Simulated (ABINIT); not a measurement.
# Pd (Fm-3m) in ABINIT: settings compared

The runs below take Pd through band structure, equation of state, with PBEsol, BLYP+D2.

Program: ABINIT 10.8.3 (patched build). These are calculated values, not measurements. Logs are shortened: lines on timing, memory, paths and dates and some standing lists are left out, and cuts for length are marked. The log counts tension as positive stress, the text compression.

## Step 1: Starting point

The structure is cubic, space group Fm-3m (No. 225). The conventional cell has a = 3.893 Å, b = 3.893 Å, c = 3.893 Å, α = 90.00°, β = 90.00°, γ = 90.00°. Around Pd (site symmetry m-3m) lie 12 Pd at 2.75 Å.

## Step 2: Band structure, PBEsol

run.abi reads:

```
ndtset 2

pp_dirpath "./"
pseudos "Pd.GGA_PBE-JTH.xml"

acell 5.2019751464 5.2019751464 5.2019751464
rprim
     0.0000000000     0.7071067812     0.7071067812
     0.7071067812     0.0000000000     0.7071067812
     0.7071067812     0.7071067812     0.0000000000
ntypat 1
znucl 46
natom 1
typat 1
xred
     0.0000000000     0.0000000000     0.0000000000

ecut 23.0
pawecutdg 45.0

ixc -116133

occopt 3
tsmear 0.00183747

nstep 100

iomode 3
prtwf 0
prteig 0
prtebands 0
enunit 1
prtden1 1
prtvha1 1
prtvclmb1 1
prtpot1 1

kptopt1 1
ngkpt1 12 12 12
nshiftk1 1
shiftk1 0.0 0.0 0.0
nband1 13
tolvrs1 1.0e-9

iscf2 -2
getden2 1
nband2 17
nbdbuf2 2
tolwfr2 1.0e-12
kptopt2 -9
ndivsm2 8
prteig2 1
kptbounds2
     0.0000000000     0.0000000000     0.0000000000
     0.5000000000     0.0000000000     0.5000000000
     0.5000000000     0.2500000000     0.7500000000
     0.3750000000     0.3750000000     0.7500000000
     0.0000000000     0.0000000000     0.0000000000
     0.5000000000     0.5000000000     0.5000000000
     0.6250000000     0.2500000000     0.6250000000
     0.5000000000     0.2500000000     0.7500000000
     0.5000000000     0.5000000000     0.5000000000
     0.3750000000     0.3750000000     0.7500000000
```

Potentials or basis: JTH PAW PBE v2.0.

On the command line:

```
$ abinit run.abi > log 2>&1
```

run.abo:

```text
.Version 10.8.3 of ABINIT
 DATASET    1 : space group Fm -3 m (#225); Bravais cF (face-center cubic)
================================================================================
 Values of the parameters that define the memory need for DATASET  1.
     intxc =       0    ionmov =       0      iscf =      17    lmnmax =      18
     lnmax =       6     mgfft =      24  mpssoang =       3    mqgrid =    3001
     natom =       1  nloc_mem =       2    nspden =       1   nspinor =       1
    nsppol =       1      nsym =      48    n1xccc =       1    ntypat =       1
    occopt =       3   xclevel =       2
       mpw =         534          nfft =       13824          nkpt =          72
 PAW method is used; the additional fine FFT grid is defined by:
   mgfftf=        32    nfftf =     32768
================================================================================
================================================================================

 DATASET    2 : space group Fm -3 m (#225); Bravais cF (face-center cubic)
================================================================================
 Values of the parameters that define the memory need for DATASET  2.
     intxc =       0    ionmov =       0      iscf =      -2    lmnmax =      18
     lnmax =       6     mgfft =      24  mpssoang =       3    mqgrid =    3001
     natom =       1  nloc_mem =       2    nspden =       1   nspinor =       1
    nsppol =       1      nsym =      48    n1xccc =       1    ntypat =       1
    occopt =       3   xclevel =       2
       mpw =         535          nfft =       13824          nkpt =         139
 PAW method is used; the additional fine FFT grid is defined by:
   mgfftf=        32    nfftf =     32768
================================================================================
================================================================================

--------------------------------------------------------------------------------
------------- Echo of variables that govern the present computation ------------
--------------------------------------------------------------------------------
 -outvars: echo values of preprocessed input variables --------
            acell      5.2019751464E+00  5.2019751464E+00  5.2019751464E+00 Bohr
              amu      1.06420000E+02
             ecut      2.30000000E+01 Hartree
           enunit           1
           getden1          0
           getden2          1
             iscf1         17
             iscf2         -2
                       outvar_i_n : Printing only first  50 k-points.
              ixc     -116133
           jdtset        1    2
                       outvar_i_n : Printing only first  50 k-points.
           kptopt1          1
           kptopt2         -9
         kptrlatt       12    0    0      0   12    0      0    0   12
          kptrlen1     6.24237018E+01
          kptrlen2     3.00000000E+01
            natom           1
            nband1         13
            nband2         17
           nbdbuf1          0
           nbdbuf2          2
           ndtset           2
           ndivsm1          0
           ndivsm2          8
            ngfft          24      24      24
          ngfftdg          32      32      32
             nkpt1         72
             nkpt2        139
            nstep         100
             nsym          48
           ntypat           1
                       prtocc : prtvol=0, do not print more k-points.
           occopt           3
        pawecutdg      4.50000000E+01 Hartree
         pawxcdev           0
        prtebands           0
           prteig1          0
           prteig2          1
           prtpot1          1
           prtpot2          0
         prtvclmb1          1
         prtvclmb2          0
           prtvha1          1
           prtvha2          0
            prtwf           0
            rprim      0.0000000000E+00  7.0710678120E-01  7.0710678120E-01
[... 222 lines left out ...]
electrons: {nelect:   1.80000000E+01, charge:   0.00000000E+00, occopt:   3.00000000E+00, tsmear:   1.83747000E-03, }
meta: {optdriver: 0, ionmov: 0, optcell: 0, iscf: -2, paral_kgb: 0, }
...

 mkfilename : getden/=0, take file _DEN from output of DATASET   1.

 Real(R)+Recip(G) space primitive vectors, cartesian coordinates (Bohr,Bohr^-1):
 R(1)=  0.0000000  3.6783519  3.6783519  G(1)= -0.1359304  0.1359304  0.1359304
 R(2)=  3.6783519  0.0000000  3.6783519  G(2)=  0.1359304 -0.1359304  0.1359304
 R(3)=  3.6783519  3.6783519  0.0000000  G(3)=  0.1359304  0.1359304 -0.1359304
 Unit cell volume ucvol=  9.9538209E+01 bohr^3
 Angles (23,13,12)=  6.00000000E+01  6.00000000E+01  6.00000000E+01 degrees

 Coarse grid specifications (used for wave-functions):

 getcut: wavevector=  0.0000  0.0000  0.0000  ngfft=  24  24  24
         ecut(hartree)=     23.000   => boxcut(ratio)=   2.13705

 Fine grid specifications (used for densities):

 getcut: wavevector=  0.0000  0.0000  0.0000  ngfft=  32  32  32
         ecut(hartree)=     45.000   => boxcut(ratio)=   2.03709
--------------------------------------------------------------------------------

================================================================================
 Non-SCF case, kpt    1 (  0.00000  0.00000  0.00000), residuals and eigenvalues=
  9.24E-13  5.22E-13  9.14E-13  6.37E-13  4.76E-13  6.09E-13  7.86E-13  6.39E-13
  4.49E-13  9.64E-13  7.59E-13  8.23E-13  3.95E-13  1.84E-13  7.17E-13  7.62E-13
  8.77E-13
 -2.6659E+00 -1.3986E+00 -1.3986E+00 -1.3986E+00  1.5744E-01  3.1979E-01
  3.1979E-01  3.1979E-01  3.7998E-01  3.7998E-01  1.0524E+00  1.2282E+00
  1.2282E+00  1.2282E+00  1.4180E+00  1.5363E+00  1.5363E+00
 Non-SCF case, kpt    2 (  0.02174  0.00000  0.02174), residuals and eigenvalues=
  9.84E-13  9.64E-13  6.84E-13  6.82E-13  4.92E-13  5.76E-13  8.58E-13  2.99E-13
  7.90E-13  7.27E-13  6.07E-13  9.52E-13  6.47E-13  4.44E-13  6.31E-13  3.67E-12
  2.06E-05
[... 948 lines left out ...]
 Non-SCF case, kpt  138 (  0.38393  0.38393  0.73214), residuals and eigenvalues=
  6.38E-13  3.59E-13  9.31E-13  7.36E-13  4.46E-13  9.45E-13  2.70E-13  9.21E-13
  2.86E-13  7.36E-13  3.34E-13  6.63E-13  6.00E-13  7.77E-13  8.88E-13  5.42E-12
  1.87E-12
 -2.6633E+00 -1.4102E+00 -1.4077E+00 -1.4029E+00  2.5247E-01  2.7588E-01
  3.4539E-01  3.8562E-01  4.1705E-01  6.9101E-01  7.0534E-01  8.2522E-01
  1.0199E+00  1.1635E+00  1.4784E+00  1.5150E+00  1.5540E+00
 Non-SCF case, kpt  139 (  0.37500  0.37500  0.75000), residuals and eigenvalues=
  5.52E-13  9.80E-13  6.24E-13  4.38E-13  3.15E-13  8.42E-13  5.69E-13  6.95E-13
  8.27E-13  6.48E-13  4.38E-13  4.83E-13  8.70E-13  3.05E-13  3.89E-13  2.10E-12
  2.07E-12
 -2.6632E+00 -1.4105E+00 -1.4075E+00 -1.4031E+00  2.4958E-01  2.7126E-01
  3.5177E-01  3.8996E-01  4.1884E-01  6.8458E-01  7.1905E-01  8.1860E-01
  1.0062E+00  1.1688E+00  1.4536E+00  1.5209E+00  1.5723E+00

--- !ResultsGS
iteration_state: {dtset: 2, }
comment   : Summary of ground state results
lattice_vectors:
- [  0.0000000,   3.6783519,   3.6783519, ]
- [  3.6783519,   0.0000000,   3.6783519, ]
- [  3.6783519,   3.6783519,   0.0000000, ]
lattice_lengths: [   5.20198,    5.20198,    5.20198, ]
lattice_angles: [ 60.000,  60.000,  60.000, ] # degrees, (23, 13, 12)
lattice_volume:   9.9538209E+01
convergence: {deltae:  0.000E+00, res2:  0.000E+00, residm:  9.996E-13, diffor:  0.000E+00, }
etotal    :  -1.28796301E+02
entropy   :   0.00000000E+00
fermie    :   4.24261476E-01
cartesian_stress_tensor: null
pressure_GPa: null
xred      :
- [  0.0000E+00,   0.0000E+00,   0.0000E+00, Pd]
cartesian_forces: null
force_length_stats: {min: null, max: null, mean: null, }
...

 Integrated electronic density in atomic spheres:
 ------------------------------------------------
 Atom  Sphere_radius  Integrated_density
    1        2.51165         16.90802190

================================================================================

 ----iterations are completed or convergence reached----

 Mean square residual over all n,k,spin=   63.396E-14; max=  99.959E-14
 reduced coordinates (array xred) for    1 atoms
       0.000000000000      0.000000000000      0.000000000000

 cartesian coordinates (angstrom) at end:
    1      0.00000000000000     0.00000000000000     0.00000000000000
 length scales=  5.201975146400  5.201975146400  5.201975146400 bohr
              =  2.752766697291  2.752766697291  2.752766697291 angstroms
 Eigenvalues (   eV  ) for nkpt= 139  k points:
 kpt#   1, nband= 17, wtk=  1.00000, kpt=  0.0000  0.0000  0.0000 (reduced coord)
 -72.54190  -38.05689  -38.05689  -38.05689    4.28421    8.70200    8.70200    8.70200
  10.33970   10.33970   28.63635   33.42170   33.42170   33.42170   38.58678   41.80375
  41.80375
 kpt#   2, nband= 17, wtk=  1.00000, kpt=  0.0217  0.0000  0.0217 (reduced coord)
 -72.54156  -38.05881  -38.05762  -38.05762    4.30778    8.68899    8.71250    8.71250
  10.32622   10.34476   28.66216   33.31773   33.40973   33.40973   38.75936   41.68048
  41.74611
 kpt#   3, nband= 17, wtk=  1.00000, kpt=  0.0435  0.0000  0.0435 (reduced coord)
 -72.54055  -38.06451  -38.05978  -38.05978    4.37812    8.65039    8.74393    8.74393
  10.28633   10.35987   28.73884   33.04340   33.36999   33.36999   39.23788   41.35991
  41.41509
 kpt#   4, nband= 17, wtk=  1.00000, kpt=  0.0652  0.0000  0.0652 (reduced coord)
 -72.53889  -38.07387  -38.06335  -38.06335    4.49417    8.58744    8.79614    8.79614
  10.22180   10.38481   28.86411   32.67366   33.29119   33.29119   39.94150   40.94408
  40.94589
 kpt#   5, nband= 17, wtk=  1.00000, kpt=  0.0870  0.0000  0.0870 (reduced coord)
[... 525 lines left out ...]
  11.32742   17.96304   19.03108   23.65178   28.62043   31.28114   40.85726   40.93816
  42.05859
 kpt# 137, nband= 17, wtk=  1.00000, kpt=  0.3929  0.3929  0.7143 (reduced coord)
 -72.47224  -38.37389  -38.30131  -38.17053    6.95265    7.63724    9.23077   10.33410
  11.32729   18.46407   19.10009   22.95063   28.16998   31.48459   40.82261   41.05022
  41.90466
 kpt# 138, nband= 17, wtk=  1.00000, kpt=  0.3839  0.3839  0.7321 (reduced coord)
 -72.47128  -38.37408  -38.30483  -38.17571    6.86995    7.50705    9.39860   10.49316
  11.34862   18.80344   19.19316   22.45531   27.75270   31.65946   40.22937   41.22523
  42.28666
 kpt# 139, nband= 17, wtk=  1.00000, kpt=  0.3750  0.3750  0.7500 (reduced coord)
 -72.47067  -38.38101  -38.29894  -38.18017    6.79136    7.38149    9.57208   10.61142
  11.39729   18.62846   19.56641   22.27519   27.37965   31.80489   39.55458   41.38652
  42.78342

== END DATASET(S) ==============================================================
================================================================================

 -outvars: echo values of variables after computation  --------
            acell      5.2019751464E+00  5.2019751464E+00  5.2019751464E+00 Bohr
           etotal1    -1.2879630148E+02
            fcart1    -0.0000000000E+00 -0.0000000000E+00 -0.0000000000E+00
            rprim      0.0000000000E+00  7.0710678120E-01  7.0710678120E-01
                       7.0710678120E-01  0.0000000000E+00  7.0710678120E-01
                       7.0710678120E-01  7.0710678120E-01  0.0000000000E+00
           strten1     1.0232603077E-04  1.0232603077E-04  1.0232603077E-04
                       0.0000000000E+00  0.0000000000E+00  0.0000000000E+00
 Calculation completed.
```

Run time: 96 s. Hardware: 1 thread of Intel Xeon Platinum 8375C at 2.90GHz (Ice Lake), shared host; peak memory 0.13 GiB.

Results:

```yaml
Free_energy: -3504.7259 eV
Pressure: -3.0 GPa
Band_gap_on_the_k_mesh: none (metal or under the smearing width)
Valence_electrons_inside_the_program's_atomic_spheres: Pd 16.91 (radii [1.3291] Å)
```

Levels at the corners of the path, in eV from the Fermi level:
```tsv
point	band 7	band 8	band 9	band 10	band 11	band 12
Γ	-2.84	-2.84	-1.21	-1.21	17.09	21.88
X	-0.02	0.31	0.31	3.31	10.65	13.13
W	-3.39	-1.31	0.31	8.86	8.86	10.24
K	-1.97	-0.93	-0.15	7.08	8.02	10.73
Γ	-2.84	-2.84	-1.21	-1.21	17.09	21.88
L	-2.88	0.00	0.00	0.98	7.24	16.45
U	-1.97	-0.93	-0.15	7.08	8.02	10.73
W	-3.39	-1.31	0.31	8.86	8.86	10.24
L	-2.88	0.00	0.00	0.98	7.24	16.45
K	-1.97	-0.93	-0.15	7.08	8.02	10.73
```

Caveat: the PAW data sets were made with another functional, which shifts forces and pressure a little.

## Step 3: Equation of state, BLYP+D2

run.abi reads:

```
# Datasets: one volume each
ndtset 7
getwfk -1
scalecart1 3*0.9795861087
scalecart2 3*0.9864848297
scalecart3 3*0.9932883884
scalecart4 3*1.0000000000
scalecart5 3*1.0066227096
scalecart6 3*1.0131594038
scalecart7 3*1.0196128224

# Pseudopotentials
pp_dirpath "./"
pseudos "Pd.GGA_PBE-JTH.xml"

# Structure
acell 3*1.0 Angstrom
rprim
     0.0000000000     1.9465000000     1.9465000000
     1.9465000000     0.0000000000     1.9465000000
     1.9465000000     1.9465000000     0.0000000000
ntypat 1
znucl 46
natom 1
typat 1
xred
     0.0000000000     0.0000000000     0.0000000000

# Plane-wave basis
ecut 23.0
pawecutdg 45.0

# k points
kptopt 1
ngkpt 12 12 12
nshiftk 1
shiftk 0.0 0.0 0.0

# Exchange and correlation
ixc -106131
vdw_xc 5

# Bands and occupations
nband 13
occopt 3
tsmear 0.05 eV

# SCF cycle
nstep 100
tolvrs 1.0e-9

# Output
iomode 3
prtwf 1
prtden 0
prteig 0
prtebands 0
enunit 1
```

Potentials or basis: JTH PAW PBE v2.0.

On the command line:

```
$ abinit run.abi > log 2>&1
```

It took 3.8 min on 1 thread of Intel Xeon Platinum 8375C at 2.90GHz (Ice Lake), shared host; peak memory 0.16 GiB.

The run converged. Its results:

- Equilibrium volume: 15.39 Å³/atom
- Bulk modulus: 127 GPa
- Pressure derivative of the bulk modulus: 5.7 (rough: it moves with the points fitted)

Energy against volume, from the lowest point:
```csv
volume (Å³/atom),energy (meV/atom)
13.865,76.30
14.160,47.25
14.455,26.26
14.750,11.90
15.045,3.37
15.340,0.00
15.635,1.58
```

Caveat: pressures at fixed basis lie under the slope of the energies; the PAW data sets were made with another functional, which shifts forces and pressure a little.
